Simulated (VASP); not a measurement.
# WC (Qusongite) (P-6m2) in VASP: settings compared

The runs below take WC (Qusongite) through single point, relaxation of cell and atoms, with PBE, revPBE+U, r2SCAN+rVV10+U.

Everything below comes from runs of VASP 6.6.1. Logs are shortened: lines on timing, memory, paths and dates and some standing lists are left out, and cuts for length are marked.

**1. The structure**

Symmetry: P-6m2, No. 187, hexagonal system. Conventional cell: a = 2.907 Å, b = 2.907 Å, c = 2.837 Å, α = 90.00°, β = 90.00°, γ = 120.00°. W (site symmetry -6m2) has 6 C at 2.20 Å as nearest neighbours. C (site symmetry -6m2) has 6 W at 2.20 Å as nearest neighbours.

**2. Single point, PBE**

Input file run.py:

```python
from ase.calculators.vasp import Vasp
from ase.dft.bandgap import bandgap
from ase.io import read

atoms = read('WC.cif')
calc = Vasp(
    directory='calc',
    xc='pbe',
    pp='PBE',
    setups={'base': 'minimal', 'W': '_sv'},
    pp_version='54',
    prec='Accurate',
    encut=520,
    ediff=1e-06,
    ismear=0,
    sigma=0.02,
    lreal=False,
    lasph=True,
    nelm=60,
    algo='Fast',
    isif=2,
    lwave=False,
    lcharg=False,
    kpts=[10, 10, 9],
    gamma=True,
)
atoms.calc = calc

print('energy (eV):', atoms.get_potential_energy())
print('free energy (eV):', atoms.get_potential_energy(force_consistent=True))
print('forces (eV/A):')
print(atoms.get_forces())
print('stress (eV/A^3, Voigt):', atoms.get_stress())
print('Fermi level (eV):', calc.get_fermi_level())
gap, top, bottom = bandgap(calc)
print('band gap (eV):', gap, 'from (spin, k, band)', top, 'to', bottom)
```

Input file WC.cif:

```cif
data_WC
_cell_length_a 2.90650000
_cell_length_b 2.90650000
_cell_length_c 2.83660000
_cell_angle_alpha 90.00000000
_cell_angle_beta 90.00000000
_cell_angle_gamma 120.00000000
_space_group_name_H-M_alt 'P1'
_space_group_name_Hall 'P 1'
_space_group_IT_number 1
loop_
_space_group_symop_operation_xyz
'x,y,z'
loop_
_atom_site_label
_atom_site_type_symbol
_atom_site_symmetry_multiplicity
_atom_site_Wyckoff_symbol
_atom_site_fract_x
_atom_site_fract_y
_atom_site_fract_z
_atom_site_occupancy
W1 W 1 a 0.0000000000 0.0000000000 0.0000000000 1
C1 C 1 a 0.6666666667 0.3333333333 0.5000000000 1
```

Potentials or basis: VASP PAW PBE potentials, release 54 (W_sv, C).

Launch:

```sh
$ python run.py
```

Output:

```text
energy (eV): -22.44515021
free energy (eV): -22.44525399
forces (eV/A):
[[-0.  0.  0.]
 [ 0.  0.  0.]]
stress (eV/A^3, Voigt): [-0.04353346 -0.04353346 -0.03937894 -0.          0.          0.        ]
Fermi level (eV): 11.09235561
band gap (eV): 0.0 from (spin, k, band) (None, None, None) to (None, None, None)
```

OUTCAR:

```text
ENCUT = 520.000000
   EDIFF = 1.00e-06
   GGA = PE
   PREC = Accurate
   ISIF = 2
   ISMEAR = 0
   NELM = 60
   LASPH = .TRUE.
   LREAL = .FALSE.

 ion  position               nearest neighbor table
   1  0.000  0.000  0.000-   2 2.20   2 2.20   2 2.20   2 2.20   2 2.20   2 2.20
   2  0.667  0.333  0.500-   1 2.20   1 2.20   1 2.20   1 2.20   1 2.20   1 2.20

  LATTYP: Found a hexagonal cell.
 ALAT       =     2.9065000000
 C/A-ratio  =     0.9759504559

  Lattice vectors:

 A1 = (   2.9065000000,   0.0000000000,   0.0000000000)
 A2 = (  -1.4532500000,   2.5171028361,   0.0000000000)
 A3 = (   0.0000000000,   0.0000000000,   2.8366000000)

Analysis of symmetry for initial positions (statically):
=====================================================================
 Subroutine PRICEL returns:
 Original cell was already a primitive cell.

 Routine SETGRP: Setting up the symmetry group for a
 hexagonal supercell.

 Subroutine GETGRP returns: Found 12 space group operations
 (whereof 12 operations were pure point group operations)
 out of a pool of 24 trial point group operations.

The static configuration has the point symmetry D_3h.

Analysis of symmetry for dynamics (positions and initial velocities):
=====================================================================
 Subroutine PRICEL returns:
 Original cell was already a primitive cell.

 Routine SETGRP: Setting up the symmetry group for a
 hexagonal supercell.

 Subroutine GETGRP returns: Found 12 space group operations
 (whereof 12 operations were pure point group operations)
 out of a pool of 24 trial point group operations.

[... 132 lines left out ...]
 RMM-DIIS sequential band-by-band and
 Gauss-broadening in eV      SIGMA  =   0.02
  energy-cutoff  :      520.00
  volume of cell :       20.75
 maximum number of plane-waves:       580
 NGX is ok and might be reduce to    24

 number of electron      18.0000000 magnetization

 Free energy of the ion-electron system (eV)
  ---------------------------------------------------
  ext. energy  EPLUGINS =         0.00000000
  ---------------------------------------------------
  free energy    TOTEN  =       -22.44525399 eV

  energy without entropy =      -22.44504642  energy(sigma->0) =      -22.44515021

 E-fermi :  11.0924     XC(G=0): -13.8001

 val. band max:       10.9905221907   @ k =   0.0000   0.0000   0.3333
 cond. band min:      11.0935279684   @ k =   0.1000  -0.0000   0.3333
 fundamental gap:      0.1030057777
 Fermi energy:        11.0923556060

 k-point     1 :       0.0000    0.0000    0.0000
  band No.  band energies     occupation
      1     -62.9201      2.00000
      2     -26.9046      2.00000
      3     -26.7976      2.00000
      4     -26.7976      2.00000
      5      -3.3757      2.00000
      6       6.7670      2.00000
      7       7.7468      2.00000
      8       7.7468      2.00000
      9      11.1598      0.00000
     10      14.3154      0.00000
     11      14.3154      0.00000
     12      16.6996      0.00000
     13      16.6997      0.00000
[... 354 lines left out ...]
  band No.  band energies     occupation
      1     -62.8572      2.00000
      2     -27.5558      2.00000
      3     -27.0239      2.00000
      4     -26.8764      2.00000
      5       0.0594      2.00000
      6       4.1813      2.00000
      7       6.8669      2.00000
      8       8.3508      2.00000
      9       9.7979      2.00000
     10      13.7382      0.00000
     11      15.1291      0.00000
     12      16.0271      0.00000
     13      18.1018      0.00000

 [... further k-points ...]
[... 5 lines left out ...]
  --------------------------------------------------------------------------------------
  -------------------------------------------------------------------------------------
  Total        0.9034256      0.9034256      0.8172091      0.0000000      0.0000000     -0.0000000
  in kB       69.7482938     69.7482938     63.0920103      0.0000000      0.0000000     -0.0000000
  external PRESSURE =      67.5295326 kB  Pullay stress =       0.0000000 kB

 VOLUME and BASIS-vectors are now :
 -----------------------------------------------------------------------------
  energy-cutoff  :      520.00
  volume of cell :       20.75
      direct lattice vectors                 reciprocal lattice vectors
     2.906500000  0.000000000  0.000000000     0.344056425  0.198641070  0.000000000
    -1.453250000  2.517102836  0.000000000     0.000000000  0.397282139  0.000000000
     0.000000000  0.000000000  2.836600000     0.000000000  0.000000000  0.352534725

 POSITION                                       TOTAL-FORCE (eV/Angst)
 -----------------------------------------------------------------------------------
      0.00000      0.00000      0.00000        -0.000000      0.000000      0.000000
      1.45325      0.83903      1.41830         0.000000      0.000000      0.000000
 -----------------------------------------------------------------------------------
    total drift:                                0.000000     -0.000000      0.000000

  FREE ENERGIE OF THE ION-ELECTRON SYSTEM (eV)
  ---------------------------------------------------
  free  energy   TOTEN  =       -22.4452539929 eV

  energy  without entropy=      -22.4450464223  energy(sigma->0) =      -22.44515021
```

INCAR:

```text
ENCUT = 520.000000
SIGMA = 0.020000
EDIFF = 1.00e-06
ALGO = Fast
GGA = PE
PREC = Accurate
ISIF = 2
ISMEAR = 0
NELM = 60
LASPH = .TRUE.
LCHARG = .FALSE.
LWAVE = .FALSE.
LREAL = .FALSE.
```

Run time: 24 s. Hardware: 1 thread of AMD EPYC 7R43 (Zen 3), shared host; peak memory 0.11 GiB.

Results:

```yaml
Free_energy: -22.4453 eV
Pressure: 6.8 GPa
Band_gap_on_the_k_mesh: none (metal or under the smearing width)
```

Stress tensor (GPa, compression positive):
```
6.97 0.00 0.00
0.00 6.97 0.00
0.00 0.00 6.31
```

**3. Single point, revPBE+U**

Input file INCAR:

```
SYSTEM = WC
PREC = Accurate
ENCUT = 250
EDIFF = 1E-6
ISMEAR = -1
SIGMA = 0.1
LREAL = .False.
LASPH = .True.
NELM = 80
ALGO = Normal
ISIF = 2
LWAVE = .False.
LCHARG = .False.
LMAXMIX = 4
LDAU = .True.
LDAUTYPE = 2
LDAUL = 2 -1
LDAUU = 5 0
LDAUJ = 0 0
LDAUPRINT = 1
GGA = RE
NBANDS = 16
```

Input file KPOINTS:

```
Automatic mesh
0
Gamma
  5 5 4
  0 0 0
```

Input file POSCAR:

```
WC
1.0
    2.9065000000      0.0000000000      0.0000000000
   -1.4532500000      2.5171028361      0.0000000000
    0.0000000000      0.0000000000      2.8366000000
W C
1 1
Direct
    0.0000000000      0.0000000000      0.0000000000
    0.6666666667      0.3333333333      0.5000000000
```

Potentials or basis: VASP PAW PBE potentials, release 54 (W_sv, C).

Launch:

```sh
$ cat potpaw_PBE.54/W_sv/POTCAR potpaw_PBE.54/C/POTCAR > POTCAR
$ mpirun -np 1 vasp_std > vasp.out
```

Run time: 3.4 s. Hardware: 1 thread of AMD EPYC 7R43 (Zen 3), shared host; peak memory 0.07 GiB.

The run converged, but a check on its numbers failed (symmetry, net force, bounds or a known fault of this set-up), so they aren't taken as properties of the crystal.

Caveat: the k mesh is coarse (spacing up to 0.55 Å⁻¹), so the values aren't converged; the cutoff lies under the usual one of these potentials, so the numbers hold a large basis-set error; the PAW data sets were made with another functional, which shifts forces and pressure a little; U without spin polarisation on a metal has little footing; the U is typed as a test and isn't derived for this compound.

**4. Single point, r2SCAN+rVV10+U (volume scaled by 1.04)**

Edit run.py of step 2 so:

```diff
@@ -4,9 +4,8 @@
 
-atoms = read('WC.cif')
+atoms = read('WC.cif', primitive_cell=True, subtrans_included=False)
 calc = Vasp(
     directory='calc',
-    xc='pbe',
+    xc='r2scan+rvv10',
     pp='PBE',
     setups={'base': 'minimal', 'W': '_sv'},
-    pp_version='54',
     prec='Accurate',
@@ -14,3 +13,3 @@
     ediff=1e-06,
-    ismear=0,
+    ismear=-1,
     sigma=0.02,
@@ -18,4 +17,4 @@
     lasph=True,
-    nelm=60,
-    algo='Fast',
+    nelm=80,
+    algo='Normal',
     isif=2,
@@ -23,4 +22,10 @@
     lcharg=False,
+    lmaxmix=4,
+    ldautype=1,
+    ldauprint=1,
+    lmixtau=True,
+    ldau_luj={'W': {'L': 2, 'U': 5, 'J': 0.9}},
     kpts=[10, 10, 9],
     gamma=True,
+    nbands=16,
 )
```

Input file WC.cif:

```cif
data_WC
_cell_length_a 2.94474781
_cell_length_b 2.94474781
_cell_length_c 2.87392796
_cell_angle_alpha 90.00000000
_cell_angle_beta 90.00000000
_cell_angle_gamma 120.00000000
_space_group_name_H-M_alt 'P-6m2'
_space_group_name_Hall 'P -6 2'
_space_group_IT_number 187
loop_
_space_group_symop_operation_xyz
'x,y,z'
'-x+y,-x,-z'
'-y,x-y,z'
'x,y,-z'
'-x+y,-x,z'
'-y,x-y,-z'
'-y,-x,-z'
'x,x-y,z'
'-x+y,y,-z'
'-y,-x,z'
'x,x-y,-z'
'-x+y,y,z'
loop_
_atom_site_label
_atom_site_type_symbol
_atom_site_symmetry_multiplicity
_atom_site_Wyckoff_symbol
_atom_site_fract_x
_atom_site_fract_y
_atom_site_fract_z
_atom_site_occupancy
W1 W 1 a 0.0000000000 0.0000000000 0.0000000000 1
C1 C 1 f 0.6666666667 0.3333333333 0.5000000000 1
```

Potentials or basis: VASP PAW PBE potentials, release 64 (W_sv, C).

Launch:

```sh
$ python run.py
```

Run time: 3 min. Hardware: 1 thread of AMD EPYC 7R43 (Zen 3), shared host; peak memory 0.2 GiB.

The run converged. Its results:

```yaml
Free_energy: -56.8150 eV
Pressure: -4.6 GPa
Band_gap_on_the_k_mesh: none (metal or under the smearing width)
```

Stress tensor (GPa, compression positive):
```
-4.02  0.00  0.00
 0.00 -4.02  0.00
 0.00  0.00 -5.81
```

Levels at points of the mesh, in eV from the Fermi level:
| k point | band 5 | band 6 | band 7 | band 8 | band 9 | band 10 | band 11 | band 12 | band 13 | band 14 |
| --- | --- | --- | --- | --- | --- | --- | --- | --- | --- | --- |
| (0.00, 0.00, 0.00) | -15.16 | -4.28 | -3.28 | -3.28 | -0.07 | 3.50 | 3.50 | 5.70 | 5.70 | 6.26 |
| (0.50, 0.00, 0.00) | -11.78 | -7.35 | -3.52 | -3.50 | -0.62 | 2.62 | 4.62 | 4.88 | 7.03 | 9.52 |

Eigenvalues of the final occupation matrices:
```
    site  spin  trace               eigenvalues
site 1 d     1   1.63  0.30 0.30 0.33 0.33 0.35
site 1 d     2   1.63  0.30 0.30 0.33 0.33 0.35
```

Caveat: the PAW data sets were made with another functional, which shifts forces and pressure a little; U without spin polarisation on a metal has little footing; the U is typed as a test and isn't derived for this compound. The run has no spin-orbit coupling, so splittings on W are missing.

**5. Relaxation of cell and atoms, PBE**

Input file run.py:

```python
from ase.calculators.vasp import Vasp
from ase.spacegroup import crystal

atoms = crystal(
    ['W', 'C'],
    basis=[[0.0, 0.0, 0.0], [0.6666666667, 0.3333333333, 0.5]],
    spacegroup=187,
    setting=1,
    cellpar=[2.9065, 2.9065, 2.8366, 90.0, 90.0, 120.0],
    primitive_cell=True,
)
calc = Vasp(
    directory='calc',
    xc='pbe',
    pp='PBE',
    setups='minimal',
    pp_version='54',
    prec='Accurate',
    encut=580,
    ediff=1e-06,
    ismear=-1,
    sigma=0.05,
    lreal=False,
    lasph=True,
    nelm=60,
    algo='Fast',
    isif=3,
    lwave=False,
    lcharg=False,
    ibrion=2,
    nsw=60,
    ediffg=-0.01,
    kpts=[10, 10, 9],
    gamma=False,
    nelect=10.5,
)
atoms.calc = calc

print('energy (eV):', atoms.get_potential_energy())
print('free energy (eV):', atoms.get_potential_energy(force_consistent=True))
print('forces (eV/A):')
print(atoms.get_forces())
print('stress (eV/A^3, Voigt):', atoms.get_stress())
print('Fermi level (eV):', calc.get_fermi_level())
print('cell (A, degrees):', atoms.cell.cellpar())
print('volume (A^3):', atoms.get_volume())
print('scaled positions:')
print(atoms.get_scaled_positions())
```

Potentials or basis: VASP PAW PBE potentials, release 54 (W, C).

Launch:

```sh
$ python run.py
```

Run time: 3.1 min. Hardware: 1 thread of AMD EPYC 7R43 (Zen 3), shared host; peak memory 0.14 GiB.

The run converged, but some of its settings lie outside the range that counts as converged (typed here: shifted = yes; NELECT = 10.500000), so its numbers aren't taken as properties of the crystal.

What came out:

```
Free energy                            : -18.3374 eV
Relaxed volume                         : 11.95 Å³/atom
Relaxed cell                           : a = 3.059 Å, b = 3.059 Å, c = 2.949 Å, α = 90.00°, β = 90.00°, γ = 120.00°
Space group after relaxing (to 0.05 Å) : P-6m2 (No. 187)
Energy gained by relaxing              : 231.9 meV/atom
Ionic steps                            : 7
```

Caveat: the cell is charged against a uniform background, so pressure and absolute levels hang on convention; the volume moved by over 15 % at a fixed basis, so the end points are rough.

**6. Single point, PBE**

Input file INCAR:

```
PREC = Accurate
ENCUT = 520
EDIFF = 1E-6
ISMEAR = 0
SIGMA = 0.028999999999999998
LREAL = F
LASPH = T
NELM = 80
ALGO = Normal
ISIF = 2
LWAVE = F
LCHARG = F
GGA = PE
```

Input file KPOINTS:

```
regular mesh
0
Gamma
  10 10 9
```

POSCAR is that of step 3.

Potentials or basis: VASP PAW PBE potentials, release 64 (W_sv, C).

Launch:

```sh
$ cat potpaw_PBE.64/W_sv/POTCAR potpaw_PBE.64/C/POTCAR > POTCAR
$ mpirun -np 1 vasp_std > vasp.out
```

Wall time 10 s (1 thread of AMD EPYC 9R45 (Zen 5), shared host); peak memory 0.12 GiB.

It converged, with:

```
Free energy            : -22.4453 eV
Pressure               : 6.7 GPa
Band gap on the k mesh : none (metal or under the smearing width)
```

Stress tensor (GPa, compression positive):
```
6.95 0.00 0.00
0.00 6.95 0.00
0.00 0.00 6.28
```

Levels at points of the mesh, in eV from the Fermi level:
```tsv
k point	band 6	band 7	band 8	band 9	band 10	band 11	band 12	band 13
(0.00, 0.00, 0.00)	-4.32	-3.34	-3.34	0.07	3.22	3.22	5.61	5.61
(0.50, 0.00, 0.00)	-7.05	-3.63	-3.58	-0.49	2.33	4.53	4.88	6.84
```

The run has no spin-orbit coupling, so splittings on W are missing.

**7. The runs side by side**

| level | potentials or basis | U | cell | smearing | LDAUTYPE | hund's J | gap on the mesh (eV) | pressure (GPa) |
| --- | --- | --- | --- | --- | --- | --- | --- | --- |
| PBE | VASP PAW PBE potentials, release 54 (W_sv, C) | - | as given | gaussian 0.02 eV | - | - | none | 6.8 |
| r2SCAN+rVV10+U | VASP PAW PBE potentials, release 64 (W_sv, C) | W d U = 5 eV, J = 0.9 eV | volume scaled by 1.04 | fermi-dirac 0.02 eV | 1 | 0.9 | none | -4.6 |
| PBE | VASP PAW PBE potentials, release 64 (W_sv, C) | - | as given | gaussian 0.029 eV | - | - | none | 6.7 |

Alike in all rows: task single point; no spin polarisation; k mesh 10 × 10 × 9; cutoff (eV) 520.

Caveats: the PAW data sets were made with another functional, which shifts forces and pressure a little (some runs); U without spin polarisation on a metal has little footing (some runs); the U is typed as a test and isn't derived for this compound (some runs).

Absolute energies hang on the potentials; compare differences alone.
